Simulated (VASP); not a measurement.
# Ga2O3 (R-3c) in VASP: a series of runs, part 3 of 3

VASP 6.6.1.

### Step 5. Relaxation of cell and atoms, r2SCAN

Input file INCAR:

```
PREC = Accurate ; ENCUT = 600
EDIFF = 1E-7 ; ISMEAR = -1
SIGMA = 0.05 ; LREAL = F
LASPH = T ; NELM = 80
ALGO = Normal ; ISIF = 3
LWAVE = F ; LCHARG = F
METAGGA = R2SCAN ; LMIXTAU = T
IBRION = 2 ; NSW = 40
EDIFFG = -0.02
```

Input file KPOINTS:

```
regular mesh
0
Gamma
  4 4 4
```

Input file POSCAR:

```
Ga2O3
1.0
    2.8769363900      0.0000000000      4.4776666700
   -1.4384682000      2.4915000000      4.4776666700
   -1.4384682000     -2.4915000000      4.4776666700
Ga O
4 6
Direct
    0.3554000000      0.3554000000      0.3554000000
    0.1446000000      0.1446000000      0.1446000000
    0.6446000000      0.6446000000      0.6446000000
    0.8554000000      0.8554000000      0.8554000000
    0.5549000000     -0.0549000000      0.2500000000
   -0.0549000000      0.2500000000      0.5549000000
    0.2500000000      0.5549000000     -0.0549000000
    0.4451000000      1.0549000000      0.7500000000
    1.0549000000      0.7500000000      0.4451000000
    0.7500000000      0.4451000000      1.0549000000
```

Potentials or basis: VASP PAW PBE potentials, release 64 (Ga_d, O).

Launch:

```sh
> cat potpaw_PBE.64/Ga_d/POTCAR potpaw_PBE.64/O/POTCAR > POTCAR
> mpirun -np 1 vasp_std > vasp.out
```

OUTCAR:

```text
PREC = Accurate
   ENCUT = 600
   EDIFF = 1E-7
   ISMEAR = -1
   LREAL = F
   LASPH = T
   NELM = 80
   ISIF = 3
   METAGGA = R2SCAN
   IBRION = 2
   NSW = 40
   EDIFFG = -0.02

 ion  position               nearest neighbor table
   1  0.355  0.355  0.355-   8 1.92  10 1.92   9 1.92   6 2.08   7 2.08   5 2.08   2 2.83
   2  0.145  0.145  0.145-   9 1.92  10 1.92   8 1.92   5 2.08   7 2.08   6 2.08   1 2.83
   3  0.645  0.645  0.645-   5 1.92   7 1.92   6 1.92   9 2.08  10 2.08   8 2.08   4 2.83
   4  0.855  0.855  0.855-   6 1.92   7 1.92   5 1.92   8 2.08  10 2.08   9 2.08   3 2.83
   5  0.555  0.945  0.250-   3 1.92   4 1.92   2 2.08   1 2.08
   6  0.945  0.250  0.555-   4 1.92   3 1.92   1 2.08   2 2.08
   7  0.250  0.555  0.945-   3 1.92   4 1.92   1 2.08   2 2.08
   8  0.445  0.055  0.750-   1 1.92   2 1.92   4 2.08   3 2.08
   9  0.055  0.750  0.445-   2 1.92   1 1.92   3 2.08   4 2.08
  10  0.750  0.445  0.055-   1 1.92   2 1.92   3 2.08   4 2.08

  LATTYP: Found a trigonal (rhomboedric) cell.
 ALAT       =     5.3222421798
 COS(alpha) =     0.5617090395

  Lattice vectors:

 A1 = (   2.8769363900,   0.0000000000,   4.4776666700)
 A2 = (  -1.4384682000,   2.4915000000,   4.4776666700)
 A3 = (  -1.4384682000,  -2.4915000000,   4.4776666700)

Analysis of symmetry for initial positions (statically):
=====================================================================
 Subroutine PRICEL returns:
 Original cell was already a primitive cell.

 Routine SETGRP: Setting up the symmetry group for a
 trigonal (rhombohedral) supercell.

 Subroutine GETGRP returns: Found 12 space group operations
 (whereof  6 operations were pure point group operations)
 out of a pool of 12 trial point group operations.

The static configuration has the point symmetry S_6 .
 The point group associated with its full space group is D_3d.

Analysis of symmetry for dynamics (positions and initial velocities):
=====================================================================
 Subroutine PRICEL returns:
 Original cell was already a primitive cell.
[... 123 lines left out ...]
   PSTRESS=    0.0 pullay stress
   NELECT =      88.0000    total number of electrons
   NUPDOWN=      -1.0000    fix difference up-down
   EMIN   =  10.00;   EMAX   =-10.00  energy-range for DOS
   EFERMI =   0.00;   METHOD = LEGACY
   ISMEAR =    -1;   SIGMA  =   0.05  broadening in eV -4-tet -1-fermi 0-gaus
   EFERMI_NEDOS =   21; number of points for ismear=-14 and -15
   IALGO  =     38    algorithm
   IMIX   =      4    mixing-type and parameters
     AMIX     =   0.40;   BMIX     =  1.00
     AMIX_MAG =   1.60;   BMIX_MAG =  1.00
  volume/ion in A,a.u.               =       9.63        64.98
  Fermi-wavevector in a.u.,A,eV,Ry     =   1.588721  3.002248 34.341578  2.524035
  Thomas-Fermi vector in A             =   2.687681
   LORBIT       =      0    0 simple, 1 ext, 2 COOP (PROOUT), +10 PAW based schemes
   METAGGA = R2SCAN    functional components
   LHFCALC =     F    Hartree Fock is set to
   AEXX    =    0.0000 exact exchange contribution
   IVDW    =     0    specifies the selected vdW correction
   LEPSILON=     F    determine dielectric tensor
   LRPA    =     F    only Hartree local field effects (RPA)
 conjugate gradient relaxation of ions
 non-spin polarized calculation
  energy-cutoff  :      600.00
  volume of cell :       96.29
 maximum number of plane-waves:      3233
 NGX is ok and might be reduce to    48
   NGX = 21   NGY = 21   NGZ = 21

--------------------------------------- Ionic step        1  -------------------------------------------

 number of electron      88.0000004 magnetization

 Free energy of the ion-electron system (eV)
  ---------------------------------------------------
  ext. energy  EPLUGINS =         0.00000000
  ---------------------------------------------------
  free energy    TOTEN  =      -102.34521713 eV

  energy without entropy =     -102.34521713  energy(sigma->0) =     -102.34521713

------------------------ aborting loop because EDIFF is reached ----------------------------------------

  FORCE on cell =-STRESS in cart. coord.  units (eV):
  Direction    XX          YY          ZZ          XY          YZ          ZX
  --------------------------------------------------------------------------------------
  -------------------------------------------------------------------------------------
  Total        1.2273502      1.2273502      0.9179076      0.0000000      0.0000000     -0.0000000
  in kB       20.4227828     20.4227828     15.2737395      0.0000000      0.0000000     -0.0000000
  external PRESSURE =      18.7064351 kB  Pullay stress =       0.0000000 kB
[... 163 lines left out ...]
--------------------------------------- Ionic step        5  -------------------------------------------

 number of electron      87.9999999 magnetization

 Free energy of the ion-electron system (eV)
  ---------------------------------------------------
  ext. energy  EPLUGINS =         0.00000000
  ---------------------------------------------------
  free energy    TOTEN  =      -102.35336955 eV

  energy without entropy =     -102.35336955  energy(sigma->0) =     -102.35336955

 E-fermi :   5.1169     XC(G=0): -13.1192

 val. band max:        4.0133302649   @ k =   0.2500   0.0000   0.0000
 cond. band min:       7.5324224447   @ k =   0.0000   0.0000   0.0000
 fundamental gap:      3.5190921798
 Fermi energy:         5.1168961832

 k-point     1 :       0.0000    0.0000    0.0000
  band No.  band energies     occupation
      1     -15.8190      2.00000
      2     -13.8573      2.00000
      3     -13.8486      2.00000
      4     -13.8486      2.00000
      5     -13.8238      2.00000
      6     -13.8238      2.00000
[... 741 lines left out ...]
  FREE ENERGIE OF THE ION-ELECTRON SYSTEM (eV)
  ---------------------------------------------------
  free  energy   TOTEN  =      -102.3533695489 eV

  energy  without entropy=     -102.3533695488  energy(sigma->0) =     -102.35336955

 reached required accuracy - stopping structural energy minimisation
```

OSZICAR:

```text
N       E                     dE             d eps       ncg     rms          rms(c)
DAV:   1     0.125766429270E+04    0.12577E+04   -0.45519E+04  1564   0.355E+03
DAV:   2     0.172868554129E+03   -0.10848E+04   -0.10386E+04  1392   0.912E+02
DAV:   3    -0.104092998717E+03   -0.27696E+03   -0.26931E+03  1552   0.292E+02
[... 70 lines left out ...]
DAV:   5    -0.102353273850E+03    0.64965E-04   -0.14179E-04  1468   0.104E-01    0.534E-03
DAV:   6    -0.102353371369E+03   -0.97519E-04   -0.62309E-05  1388   0.604E-02    0.367E-03
DAV:   7    -0.102353363043E+03    0.83259E-05   -0.44064E-06  1636   0.143E-02    0.237E-03
DAV:   8    -0.102353369541E+03   -0.64979E-05   -0.56225E-06  1404   0.182E-02    0.611E-04
DAV:   9    -0.102353369549E+03   -0.81091E-08   -0.71229E-07  1456   0.528E-03
   5 F= -.10235337E+03 E0= -.10235337E+03  d E =-.106988E-02
```

CONTCAR:

```text
Ga2O3
   1.00000000000000
     2.8847571207021701    0.0000000000000000    4.4874520599711500
    -1.4423785653755739    2.4982729514645512    4.4874520599781524
    -1.4423785653755739   -2.4982729514645512    4.4874520599781524
  Ga              O
     4     6
Direct
     0.3552163732011877    0.3552163732011858    0.3552163732011858
     0.1447836267988123    0.1447836267988142    0.1447836267988142
     0.6447836267988123    0.6447836267988142    0.6447836267988142
     0.8552163732011877    0.8552163732011858    0.8552163732011858
     0.5533216587742997    0.9466783412256992    0.2500000000000032
     0.9466783412257003    0.2499999999999969    0.5533216587743008
     0.2500000000000000    0.5533216587743039    0.9466783412256961
     0.4466783412257003    0.0533216587743008    0.7499999999999969
     0.0533216587742996    0.7500000000000031    0.4466783412256991
     0.7500000000000000    0.4466783412256961    0.0533216587743040

  0.00000000E+00  0.00000000E+00  0.00000000E+00
  0.00000000E+00  0.00000000E+00  0.00000000E+00
  0.00000000E+00  0.00000000E+00  0.00000000E+00
  0.00000000E+00  0.00000000E+00  0.00000000E+00
  0.00000000E+00  0.00000000E+00  0.00000000E+00
  0.00000000E+00  0.00000000E+00  0.00000000E+00
  0.00000000E+00  0.00000000E+00  0.00000000E+00
  0.00000000E+00  0.00000000E+00  0.00000000E+00
  0.00000000E+00  0.00000000E+00  0.00000000E+00
  0.00000000E+00  0.00000000E+00  0.00000000E+00
```

Wall time 46 min (1 thread of Intel Xeon Platinum 8259CL at 2.50GHz (Skylake/Cascade Lake), shared host); peak memory 0.4 GiB.

What came out:

```yaml
Free_energy: -102.3534 eV
Relaxed_volume: 9.70 Å³/atom
Relaxed_cell: a = 5.335 Å, b = 5.335 Å, c = 5.335 Å, α = 55.85°, β = 55.85°, γ = 55.85°
Space_group_after_relaxing_to_0.05_Å: R-3c (No. 167)
Energy_gained_by_relaxing: 0.8 meV/atom
Ionic_steps: 5
Pressure_after_relaxing: 0.0 GPa
Largest_force_after_relaxing: 0.012 eV/Å
Band_gap_on_the_k_mesh: 3.52 eV, indirect (least direct gap 3.73 eV)
```

Forces on the atoms (eV/Å):
```
Ga   0.000  0.000  0.012
Ga   0.000  0.000 -0.012
Ga   0.000  0.000 -0.012
Ga   0.000  0.000  0.012
O    0.000  0.000  0.000
O    0.000  0.000  0.000
O    0.000  0.000  0.000
O    0.000  0.000  0.000
O    0.000  0.000  0.000
O    0.000  0.000  0.000
```

The path:
| step | energy change (eV) | largest force (eV/Å) | pressure (GPa) | volume (Å³) |
| --- | --- | --- | --- | --- |
| 1 | 0.0000 | 0.1576 | 1.87 | 96.29 |
| 2 | -0.0024 | 0.0216 | -1.98 | 97.86 |
| 3 | -0.0071 | 0.0723 | -0.26 | 97.14 |
| 4 | -0.0071 | 0.0696 | -0.33 | 97.17 |
| 5 | -0.0082 | 0.0119 | 0.02 | 97.02 |

Final structure:
```yaml
crystal:
  lattice:
    - [2.88476, 0.00000, 4.48745]
    - [-1.44238, 2.49827, 4.48745]
    - [-1.44238, -2.49827, 4.48745]
  atoms:
    - { symbol: Ga, position: [0.35522, 0.35522, 0.35522] }
    - { symbol: Ga, position: [0.14478, 0.14478, 0.14478] }
    - { symbol: Ga, position: [0.64478, 0.64478, 0.64478] }
    - { symbol: Ga, position: [0.85522, 0.85522, 0.85522] }
    - { symbol: O, position: [0.55332, 0.94668, 0.25000] }
    - { symbol: O, position: [0.94668, 0.25000, 0.55332] }
    - { symbol: O, position: [0.25000, 0.55332, 0.94668] }
    - { symbol: O, position: [0.44668, 0.05332, 0.75000] }
    - { symbol: O, position: [0.05332, 0.75000, 0.44668] }
    - { symbol: O, position: [0.75000, 0.44668, 0.05332] }
```

Caveat: the PAW data sets were made with another functional, which shifts forces and pressure a little.

### Step 6. The runs side by side

```tsv
level	potentials or basis	gap on the mesh (eV)	pressure (GPa)	relaxed volume (Å³/atom)	largest force (eV/Å)
LDA	VASP PAW LDA potentials, release 64 (Ga_d, O)	3.03	0.0	9.47	-
PBE	VASP PAW PBE potentials, release 64 (Ga_d, O)	2.40	0.1	10.09	0.02
PBEsol	VASP PAW PBE potentials, release 64 (Ga_d, O)	2.73	0.0	9.72	0.02
r2SCAN	VASP PAW PBE potentials, release 64 (Ga_d, O)	3.52	0.0	9.70	0.01
```

Alike in all rows: task relaxation of cell and atoms; no spin polarisation; cell relaxed; k mesh 4 × 4 × 4; cutoff (eV) 600; smearing fermi-dirac 0.05 eV.

Caveats: the PAW data sets were made with another functional, which shifts forces and pressure a little (some runs).

Total energies depend on the potentials used, so only differences within one code and one set of settings carry meaning.
